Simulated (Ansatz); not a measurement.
## ZnCu in Ansatz: the effect of functional

The system is ZnCu.

```
CELL_PARAMETERS angstrom
2.88488 0.00000 0.00000
0.00000 2.88488 0.00000
0.00000 0.00000 2.88488
ATOMIC_POSITIONS crystal
Zn 0.50000 0.50000 0.50000
Cu 0.00000 0.00000 0.00000
```

The cell isn't the ideal one: volume scaled by 0.94.

Alike in all runs:

| Property | Result |
| --- | --- |
| Program | Ansatz 0.2.0 |
| Task | single point |
| Potentials or basis | Ansatz PAW |
| k mesh | 9 × 9 × 9 |
| Occupations | fermi-dirac, width 0.05 eV |
| Spin | no spin polarisation |

One run gave: pressure 5.4 GPa. Which functional did it use?
A. r2SCAN
B. LDA
C. PBE

A.

```tsv
functional	cutoff	pressure (GPa)
LDA	420 eV (not typed: the program's choice for these potentials)	-2.1
r2SCAN	500 eV (not typed: the program's choice for these potentials)	5.4
PBE	420 eV (not typed: the program's choice for these potentials)	11.6
```

Caveats: the PAW data sets come from PBE, with cores solved anew for the run's functional, which leaves a small shift of forces and pressure (some runs).
